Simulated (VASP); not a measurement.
# Au (Im-3m) in VASP: a series of runs

The runs below take Au through single point, with PBE.

All numbers are computed with VASP 6.6.1; they aren't measurements. Logs are shortened: lines on timing, memory, paths and dates and some standing lists are left out, and cuts for length are marked.

## (1) The crystal as given

Symmetry: Im-3m, No. 229, cubic system. The conventional cell has a = 3.315 Å, b = 3.315 Å, c = 3.315 Å, α = 90.00°, β = 90.00°, γ = 90.00°. Au (site symmetry m-3m) has 8 Au at 2.87 Å as nearest neighbours.

This isn't the form of Au at room conditions, which is fcc.

## (2) Single point, PBE

Contents of INCAR:

```
  ADDGRID = F
  ALGO = Normal
  EDIFF = 1E-6
  ENCUT = 460
  GGA = PE
  ISIF = 2
  ISMEAR = 1
  LASPH = T
  LCHARG = F
  LREAL = F
  LWAVE = F
  NBANDS = 12
  NELM = 100
  PREC = Accurate
  SIGMA = 0.4
```

Contents of KPOINTS:

```
k-points
0
Gamma
  10 10 10
```

Contents of POSCAR:

```
Au
1.0
   -1.6572690000      1.6572690000      1.6572690000
    1.6572690000     -1.6572690000      1.6572690000
    1.6572690000      1.6572690000     -1.6572690000
Au
1
Direct
    0.0000000000      0.0000000000      0.0000000000
```

Potentials or basis: VASP PAW PBE potentials, release 64 (Au).

Launch:

```bash
> cat potpaw_PBE.64/Au/POTCAR > POTCAR
> mpirun -np 1 vasp_std > vasp.out
```

OUTCAR:

```text
EDIFF = 1E-6
   ENCUT = 460
   GGA = PE
   ISIF = 2
   ISMEAR = 1
   LASPH = T
   LREAL = F
   NELM = 100
   PREC = Accurate

 Found     47 irreducible k-points:

 Following reciprocal coordinates:
            Coordinates               Weight
  0.000000  0.000000  0.000000      1.000000
  0.100000  0.000000  0.000000     12.000000
  0.200000  0.000000  0.000000     12.000000
  0.300000  0.000000  0.000000     12.000000
  0.400000  0.000000  0.000000     12.000000
  0.500000  0.000000  0.000000      6.000000
   k-points           NKPTS =     47   k-points in BZ     NKDIM =     47   number of bands    NBANDS=     12
   number of dos      NEDOS =    301   number of ions     NIONS =      1
   total plane-waves  NPLWV =   8000
   dimension x,y,z NGX =    20 NGY =   20 NGZ =   20
   dimension x,y,z NGXF=    40 NGYF=   40 NGZF=   40
   ions per type =               1
   NGX,Y,Z   is equivalent  to a cutoff of  11.58, 11.58, 11.58 a.u.
   NGXF,Y,Z  is equivalent  to a cutoff of  23.17, 23.17, 23.17 a.u.
 SYSTEM =  unknown system
   PREC   = accura    normal or accurate (medium, high low for compatibility)
   ISTART =      0    job   : 0-new  1-cont  2-samecut
   ICHARG =      2    charge: 1-file 2-atom 10-const
   ISPIN  =      1    spin polarized calculation?
   LNONCOLLINEAR =      F non collinear calculations
   LSORBIT =      F    spin-orbit coupling
   LASPH  =      T    aspherical Exc in radial PAW
   ENCUT  =  460.0 eV  33.81 Ry    5.81 a.u.   5.02  5.02  5.02*2*pi/ulx,y,z
   NELM   =    100;   NELMIN=  2; NELMDL= -5     # of ELM steps
   EDIFF  = 0.1E-05   stopping-criterion for ELM
   LREAL  =      F    real-space projection
   EDIFFG = 0.1E-04   stopping-criterion for IOM
   NSW    =      0    number of steps for IOM
   IBRION =     -1    ionic relax: 0-MD 1-quasi-New 2-CG
   NFREE  =      0    steps in history (QN), initial steepest desc. (CG)
   ISIF   =      2    stress and relaxation
   ISYM   =      2    0-nonsym 1-usesym 2-fastsym
   POTIM  = 0.5000    time-step for ionic-motion
   TEBEG  =    0.0;   TEEND  =   0.0 temperature during run
   PSTRESS=    0.0 pullay stress
   NELECT =      11.0000    total number of electrons
   NUPDOWN=      -1.0000    fix difference up-down
   EMIN   =  10.00;   EMAX   =-10.00  energy-range for DOS
   EFERMI =   0.00;   METHOD = LEGACY
   ISMEAR =     1;   SIGMA  =   0.40  broadening in eV -4-tet -1-fermi 0-gaus
   EFERMI_NEDOS =   21; number of points for ismear=-14 and -15
   IALGO  =     38    algorithm
   IMIX   =      4    mixing-type and parameters
     AMIX     =   0.40;   BMIX     =  1.00
     AMIX_MAG =   1.60;   BMIX_MAG =  1.00
  volume/ion in A,a.u.               =      18.21       122.87
  Fermi-wavevector in a.u.,A,eV,Ry     =   1.383968  2.615320 26.060157  1.915367
  Thomas-Fermi vector in A             =   2.508516
   LORBIT       =      0    0 simple, 1 ext, 2 COOP (PROOUT), +10 PAW based schemes
   GGA     = PE    functional components
   LHFCALC =     F    Hartree Fock is set to
   AEXX    =    0.0000 exact exchange contribution
   IVDW    =     0    specifies the selected vdW correction
   LEPSILON=     F    determine dielectric tensor
   LRPA    =     F    only Hartree local field effects (RPA)
 non-spin polarized calculation
 Methfessel and Paxton  Order N= 1 SIGMA  =   0.40
  energy-cutoff  :      460.00
  volume of cell :       18.21
 maximum number of plane-waves:       420
   NGX =  9   NGY =  9   NGZ =  9

 number of electron      10.9999996 magnetization

 Free energy of the ion-electron system (eV)
  ---------------------------------------------------
  ext. energy  EPLUGINS =         0.00000000
  ---------------------------------------------------
  free energy    TOTEN  =        -3.18575352 eV

  energy without entropy =       -3.17659175  energy(sigma->0) =       -3.18269960

 E-fermi :   8.5200     XC(G=0): -12.3274

 val. band max:        8.3556805513   @ k =  -0.4000   0.4000   0.2000
 cond. band min:       8.5503939879   @ k =   0.4000   0.1000  -0.0000
 fundamental gap:      0.1947134366
 Fermi energy:         8.5199694190

 k-point     1 :       0.0000    0.0000    0.0000
  band No.  band energies     occupation
      1      -0.7559      2.00000
      2       3.8805      2.00000
      3       3.8805      2.00000
      4       3.8805      2.00000
      5       5.6186      2.00000
      6       5.6186      2.00000
      7      24.9121      0.00000
      8      24.9121      0.00000
      9      24.9121      0.00000
     10      31.5662      0.00000
     11      31.5662      0.00000
     12      31.5662      0.00000

 k-point     2 :       0.1000    0.0000    0.0000
  band No.  band energies     occupation
      1      -0.4118      2.00000
      2       3.7783      2.00000
      3       3.8902      2.00000
      4       4.1147      2.00000
      5       5.5049      2.00000
      6       5.6262      2.00000
      7      24.6590      0.00000
      8      24.9191      0.00000
      9      25.3303      0.00000
     10      29.0023      0.00000
     11      29.3993      0.00000
     12      30.3461      0.00000

 k-point     3 :       0.2000    0.0000    0.0000
  band No.  band energies     occupation
      1       0.5157      2.00000
      2       3.5210      2.00000
      3       3.9311      2.00000
      4       4.7735      2.00000
      5       5.3440      2.00000
      6       5.6546      2.00000
      7      22.1171      0.00000
      8      24.0409      0.00000
      9      26.4648      0.00000
     10      27.6762      0.00000
     11      27.7517      0.00000
     12      28.9594      0.00000

 k-point     4 :       0.3000    0.0000    0.0000
  band No.  band energies     occupation
      1       1.4855      2.00000
      2       3.2212      2.00000
      3       4.4387      2.00000
      4       5.3803      2.00000
      5       5.7058      2.00000
      6       5.7071      2.00000
      7      17.9789      0.00000
      8      22.4107      0.00000
      9      24.8522      0.00000
     10      27.9598      0.00000
     11      28.2599      0.00000
     12      30.7465      0.00000

 k-point     5 :       0.4000    0.0000    0.0000
  band No.  band energies     occupation
      1       1.7531      2.00000
      2       2.9915      2.00000
      3       5.3909      2.00000
      4       5.7647      2.00000
      5       6.3520      2.00000
      6       6.5994      2.00000
      7      14.0094     -0.00000
      8      21.1906      0.00000
      9      22.6990      0.00000
     10      28.9371      0.00000
     11      29.2519      0.00000
     12      31.6948      0.00000

 k-point     6 :       0.5000    0.0000    0.0000
  band No.  band energies     occupation
      1       1.7407      2.00000
      2       2.9065      2.00000
      3       5.4829      2.00000
      4       5.7904      2.00000
      5       6.9883      2.00000
      6       8.0667      2.06800
      7      11.6063     -0.00000
      8      20.7550      0.00000
      9      21.8739      0.00000
     10      29.3081      0.00000
     11      29.7629      0.00000
     12      31.0545      0.00000

 [... further k-points ...]
[... 5 lines left out ...]
  --------------------------------------------------------------------------------------
  -------------------------------------------------------------------------------------
  Total       -0.1794334     -0.1794334     -0.1794334     -0.0000000     -0.0000000      0.0000000
  in kB      -15.7897323    -15.7897323    -15.7897323     -0.0000000     -0.0000000      0.0000000
  external PRESSURE =     -15.7897323 kB  Pullay stress =       0.0000000 kB

 VOLUME and BASIS-vectors are now :
 -----------------------------------------------------------------------------
  energy-cutoff  :      460.00
  volume of cell :       18.21
      direct lattice vectors                 reciprocal lattice vectors
    -1.657269000  1.657269000  1.657269000     0.000000000  0.301701172  0.301701172
     1.657269000 -1.657269000  1.657269000     0.301701172  0.000000000  0.301701172
     1.657269000  1.657269000 -1.657269000     0.301701172  0.301701172  0.000000000

 POSITION                                       TOTAL-FORCE (eV/Angst)
 -----------------------------------------------------------------------------------
      0.00000      0.00000      0.00000        -0.000000      0.000000      0.000000
 -----------------------------------------------------------------------------------
    total drift:                                0.000000     -0.000000      0.000000

  FREE ENERGIE OF THE ION-ELECTRON SYSTEM (eV)
  ---------------------------------------------------
  free  energy   TOTEN  =        -3.1857535235 eV

  energy  without entropy=       -3.1765917549  energy(sigma->0) =       -3.18269960
```

Wall time 5.2 s (1 thread of Intel Xeon 6975P-C (Granite Rapids), shared host); peak memory 0.11 GiB.

These settings aren't checked as converged: the numbers below hold their error.

What came out:

```yaml
Free_energy: -3.1858 eV
Pressure: -1.6 GPa
Band_gap_on_the_k_mesh: none (metal or under the smearing width)
```

## (3) Single point, PBE

INCAR, as its differences from that of step 2:

```diff
@@ -14,2 +14,2 @@
   PREC = Accurate
-  SIGMA = 0.4
+  SIGMA = 0.2
```

KPOINTS is that of step 2.

POSCAR is that of step 2.

Potentials or basis: VASP PAW PBE potentials, release 64 (Au).

Launch:

```bash
> cat potpaw_PBE.64/Au/POTCAR > POTCAR
> mpirun -np 1 vasp_std > vasp.out
```

OUTCAR:

```text
EDIFF = 1E-6
   ENCUT = 460
   GGA = PE
   ISIF = 2
   ISMEAR = 1
   LASPH = T
   LREAL = F
   NELM = 100
   PREC = Accurate

 Found     47 irreducible k-points:

 Following reciprocal coordinates:
            Coordinates               Weight
  0.000000  0.000000  0.000000      1.000000
  0.100000  0.000000  0.000000     12.000000
  0.200000  0.000000  0.000000     12.000000
  0.300000  0.000000  0.000000     12.000000
  0.400000  0.000000  0.000000     12.000000
  0.500000  0.000000  0.000000      6.000000
   k-points           NKPTS =     47   k-points in BZ     NKDIM =     47   number of bands    NBANDS=     12
   number of dos      NEDOS =    301   number of ions     NIONS =      1
   total plane-waves  NPLWV =   8000
   dimension x,y,z NGX =    20 NGY =   20 NGZ =   20
   dimension x,y,z NGXF=    40 NGYF=   40 NGZF=   40
   ions per type =               1
   NGX,Y,Z   is equivalent  to a cutoff of  11.58, 11.58, 11.58 a.u.
   NGXF,Y,Z  is equivalent  to a cutoff of  23.17, 23.17, 23.17 a.u.
 SYSTEM =  unknown system
   PREC   = accura    normal or accurate (medium, high low for compatibility)
   ISTART =      0    job   : 0-new  1-cont  2-samecut
   ICHARG =      2    charge: 1-file 2-atom 10-const
   ISPIN  =      1    spin polarized calculation?
   LNONCOLLINEAR =      F non collinear calculations
   LSORBIT =      F    spin-orbit coupling
   LASPH  =      T    aspherical Exc in radial PAW
   ENCUT  =  460.0 eV  33.81 Ry    5.81 a.u.   5.02  5.02  5.02*2*pi/ulx,y,z
   NELM   =    100;   NELMIN=  2; NELMDL= -5     # of ELM steps
   EDIFF  = 0.1E-05   stopping-criterion for ELM
   LREAL  =      F    real-space projection
   EDIFFG = 0.1E-04   stopping-criterion for IOM
   NSW    =      0    number of steps for IOM
   IBRION =     -1    ionic relax: 0-MD 1-quasi-New 2-CG
   NFREE  =      0    steps in history (QN), initial steepest desc. (CG)
   ISIF   =      2    stress and relaxation
   ISYM   =      2    0-nonsym 1-usesym 2-fastsym
   POTIM  = 0.5000    time-step for ionic-motion
   TEBEG  =    0.0;   TEEND  =   0.0 temperature during run
   PSTRESS=    0.0 pullay stress
   NELECT =      11.0000    total number of electrons
   NUPDOWN=      -1.0000    fix difference up-down
   EMIN   =  10.00;   EMAX   =-10.00  energy-range for DOS
   EFERMI =   0.00;   METHOD = LEGACY
   ISMEAR =     1;   SIGMA  =   0.20  broadening in eV -4-tet -1-fermi 0-gaus
   EFERMI_NEDOS =   21; number of points for ismear=-14 and -15
   IALGO  =     38    algorithm
   IMIX   =      4    mixing-type and parameters
     AMIX     =   0.40;   BMIX     =  1.00
     AMIX_MAG =   1.60;   BMIX_MAG =  1.00
  volume/ion in A,a.u.               =      18.21       122.87
  Fermi-wavevector in a.u.,A,eV,Ry     =   1.383968  2.615320 26.060157  1.915367
  Thomas-Fermi vector in A             =   2.508516
   LORBIT       =      0    0 simple, 1 ext, 2 COOP (PROOUT), +10 PAW based schemes
   GGA     = PE    functional components
   LHFCALC =     F    Hartree Fock is set to
   AEXX    =    0.0000 exact exchange contribution
   IVDW    =     0    specifies the selected vdW correction
   LEPSILON=     F    determine dielectric tensor
   LRPA    =     F    only Hartree local field effects (RPA)
 non-spin polarized calculation
 Methfessel and Paxton  Order N= 1 SIGMA  =   0.20
  energy-cutoff  :      460.00
  volume of cell :       18.21
 maximum number of plane-waves:       420
   NGX =  9   NGY =  9   NGZ =  9

 number of electron      10.9999996 magnetization

 Free energy of the ion-electron system (eV)
  ---------------------------------------------------
  ext. energy  EPLUGINS =         0.00000000
  ---------------------------------------------------
  free energy    TOTEN  =        -3.18188282 eV

  energy without entropy =       -3.17879416  energy(sigma->0) =       -3.18085327

 E-fermi :   8.5418     XC(G=0): -12.3281

 val. band max:        8.3535852255   @ k =  -0.4000   0.4000   0.2000
 cond. band min:       8.5482706212   @ k =   0.4000   0.1000  -0.0000
 fundamental gap:      0.1946853957
 Fermi energy:         8.5418298547

 k-point     1 :       0.0000    0.0000    0.0000
  band No.  band energies     occupation
      1      -0.7562      2.00000
      2       3.8765      2.00000
      3       3.8765      2.00000
      4       3.8765      2.00000
      5       5.6149      2.00000
      6       5.6149      2.00000
      7      24.9124      0.00000
      8      24.9124      0.00000
      9      24.9124      0.00000
     10      31.5650      0.00000
     11      31.5650      0.00000
     12      31.5650      0.00000

 k-point     2 :       0.1000    0.0000    0.0000
  band No.  band energies     occupation
      1      -0.4121      2.00000
      2       3.7744      2.00000
      3       3.8862      2.00000
      4       4.1106      2.00000
      5       5.5013      2.00000
      6       5.6225      2.00000
      7      24.6589      0.00000
      8      24.9193      0.00000
      9      25.3304      0.00000
     10      29.0014      0.00000
     11      29.3991      0.00000
     12      30.3447      0.00000

 k-point     3 :       0.2000    0.0000    0.0000
  band No.  band energies     occupation
      1       0.5153      2.00000
      2       3.5172      2.00000
      3       3.9275      2.00000
      4       4.7693      2.00000
      5       5.3403      2.00000
      6       5.6509      2.00000
      7      22.1162      0.00000
      8      24.0411      0.00000
      9      26.4646      0.00000
     10      27.6746      0.00000
     11      27.7510      0.00000
     12      28.9594      0.00000

 k-point     4 :       0.3000    0.0000    0.0000
  band No.  band energies     occupation
      1       1.4843      2.00000
      2       3.2174      2.00000
      3       4.4363      2.00000
      4       5.3765      2.00000
      5       5.7014      2.00000
      6       5.7033      2.00000
      7      17.9776      0.00000
      8      22.4109      0.00000
      9      24.8507      0.00000
     10      27.9591      0.00000
     11      28.2592      0.00000
     12      30.7465      0.00000

 k-point     5 :       0.4000    0.0000    0.0000
  band No.  band energies     occupation
      1       1.7510      2.00000
      2       2.9878      2.00000
      3       5.3874      2.00000
      4       5.7608      2.00000
      5       6.3506      2.00000
      6       6.5947      2.00000
      7      14.0076      0.00000
      8      21.1910      0.00000
      9      22.6977      0.00000
     10      28.9363      0.00000
     11      29.2507      0.00000
     12      31.6945      0.00000

 k-point     6 :       0.5000    0.0000    0.0000
  band No.  band energies     occupation
      1       1.7384      2.00000
      2       2.9029      2.00000
      3       5.4791      2.00000
      4       5.7866      2.00000
      5       6.9835      2.00000
      6       8.0666      2.00396
      7      11.6036     -0.00000
      8      20.7555      0.00000
      9      21.8728      0.00000
     10      29.3071      0.00000
     11      29.7614      0.00000
     12      31.0543      0.00000

 [... further k-points ...]

------------------------ aborting loop because EDIFF is reached ----------------------------------------

  FORCE on cell =-STRESS in cart. coord.  units (eV):
  Direction    XX          YY          ZZ          XY          YZ          ZX
  --------------------------------------------------------------------------------------
  -------------------------------------------------------------------------------------
  Total       -0.1969675     -0.1969675     -0.1969675      0.0000000     -0.0000000      0.0000000
  in kB      -17.3326947    -17.3326947    -17.3326947      0.0000000     -0.0000000      0.0000000
  external PRESSURE =     -17.3326947 kB  Pullay stress =       0.0000000 kB

 VOLUME and BASIS-vectors are now :
 -----------------------------------------------------------------------------
  energy-cutoff  :      460.00
  volume of cell :       18.21
      direct lattice vectors                 reciprocal lattice vectors
    -1.657269000  1.657269000  1.657269000     0.000000000  0.301701172  0.301701172
     1.657269000 -1.657269000  1.657269000     0.301701172  0.000000000  0.301701172
     1.657269000  1.657269000 -1.657269000     0.301701172  0.301701172  0.000000000

 POSITION                                       TOTAL-FORCE (eV/Angst)
 -----------------------------------------------------------------------------------
      0.00000      0.00000      0.00000        -0.000000      0.000000      0.000000
 -----------------------------------------------------------------------------------
    total drift:                                0.000000      0.000000      0.000000

  FREE ENERGIE OF THE ION-ELECTRON SYSTEM (eV)
  ---------------------------------------------------
  free  energy   TOTEN  =        -3.1818828189 eV

  energy  without entropy=       -3.1787941630  energy(sigma->0) =       -3.18085327
```

OSZICAR:

```text
N       E                     dE             d eps       ncg     rms          rms(c)
DAV:   1     0.454396619138E+02    0.45440E+02   -0.52196E+03  1192   0.734E+02
DAV:   2    -0.288647664998E+01   -0.48326E+02   -0.45722E+02  1344   0.175E+02
DAV:   3    -0.346235682323E+01   -0.57588E+00   -0.57543E+00  1324   0.188E+01
DAV:   4    -0.346430784245E+01   -0.19510E-02   -0.19510E-02  1276   0.126E+00
DAV:   5    -0.346432291303E+01   -0.15071E-04   -0.15071E-04  1336   0.107E-01    0.740E+00
DAV:   6    -0.319904835439E+01    0.26527E+00   -0.77498E-01  1204   0.692E+00    0.492E+00
DAV:   7    -0.318382533074E+01    0.15223E-01   -0.51370E-02  1312   0.180E+00    0.262E+00
DAV:   8    -0.318189514896E+01    0.19302E-02   -0.12166E-03  1228   0.286E-01    0.258E-01
DAV:   9    -0.318187606870E+01    0.19080E-04   -0.16379E-05  1240   0.337E-02    0.181E-02
DAV:  10    -0.318188284824E+01   -0.67795E-05   -0.32661E-06  1272   0.171E-02    0.570E-03
DAV:  11    -0.318188281891E+01    0.29332E-07   -0.69356E-08   676   0.202E-03
   1 F= -.31818828E+01 E0= -.31808533E+01  d E =-.308866E-02
```

stdout:

```text
POSCAR found type information on POSCAR Au
 POSCAR found :  1 types and       1 ions
 scaLAPACK will be used
 LDA part: xc-table for (Slater+PW92), standard interpolation
 POSCAR, INCAR and KPOINTS ok, starting setup
 FFT: planning ... GRIDC
 FFT: planning ... GRID_SOFT
 FFT: planning ... GRID
 WAVECAR not read
 entering main loop
```

Run time: 6.1 s. Hardware: 1 thread of Intel Xeon 6975P-C (Granite Rapids), shared host; peak memory 0.12 GiB.

These settings aren't checked as converged: the numbers below hold their error.

Results:

| Item | Value |
| --- | --- |
| Free energy | -3.1819 eV |
| Pressure | -1.7 GPa |
| Band gap on the k mesh | none (metal or under the smearing width) |

(Continued in part 2 of 2.)
